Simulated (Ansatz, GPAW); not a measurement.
Given: the input of a run of GPAW 26.7.0 (ASE script) on TePb. 

run.py

```python
from ase import Atoms
from ase.dft.bandgap import bandgap
from ase.io import write
from ase.units import GPa
from gpaw import GPAW, PW

atoms = Atoms(['Pb', 'Te'],
              cell=[[0.0, 3.231, 3.231],
                    [3.231, 0.0, 3.231],
                    [3.231, 3.231, 0.0]],
              scaled_positions=[[0.0, 0.0, 0.0],
                                [0.5, 0.5, 0.5]],
              pbc=True)

calc = GPAW(mode=PW(600),
            xc='PBE',
            kpts={'size': (7, 7, 7), 'gamma': True},
            occupations={'name': 'methfessel-paxton', 'order': 0, 'width': 0.018000000000000002},
            nbands=19,
            convergence={'density': 1e-05, 'energy': 1e-05},
            maxiter=150,
            txt='gpaw.txt')
atoms.calc = calc
energy = atoms.get_potential_energy()
forces = atoms.get_forces()
stress = atoms.get_stress()
calc.write('gs.gpw')
write('result.traj', atoms)
print(f'Energy: {energy:.6f} eV')
print('Forces (eV/A):')
print(forces.round(4))
print('Stress (GPa):', (stress / GPa).round(3))
print('Fermi level:', round(calc.get_fermi_level(), 4), 'eV')
print(f'Gap: {bandgap(calc)[0]:.4f} eV, direct: {bandgap(calc, direct=True)[0]:.4f} eV')
```

Potentials or basis: GPAW PAW data sets (gpaw-data 1.2.1), pw.

Run with:

```bash
$ OMP_NUM_THREADS=1 python run.py
```

Problem. What does the same run look like in Ansatz 0.2.0? Potentials or basis there: all-electron LAPW, scalar-relativistic.

Solution. As run (cutoffs and basis follow the program's own potentials, and thresholds, step limits or extra output files can differ):

input.yaml

```yaml
crystal:
  lattice:
    - [0.0, 3.231, 3.231]
    - [3.231, 0.0, 3.231]
    - [3.231, 3.231, 0.0]
  atoms:
    - { symbol: Pb, position: [0.0, 0.0, 0.0] }
    - { symbol: Te, position: [0.5, 0.5, 0.5] }
kpoints:
  mp_grid: { grid: [7, 7, 7] }
scf:
  occupations: { method: gaussian, width: 0.018 }
hamiltonian:
  xc: pbe
  pseudopotentials: { kind: all_electron, lapw: { basis_error: 0.001 } }
output:
  forces: true
  stress: true
  eigenvalues: true
```

Potentials or basis: all-electron LAPW, scalar-relativistic.

The run is started by

```sh
$ ansatz run input.yaml --threads 1 --pin off --max-ram 3072MiB --backend cpu --events-out ev --progress --plain --runs-dir out
```

Both were run:

|  | GPAW | Ansatz |
| --- | --- | --- |
| Pressure | 1.8 GPa | 2.1 GPa |

Where Ansatz's input types no cutoff or centring, it takes its own default and a Γ-centred mesh.

Pressure is positive in compression.
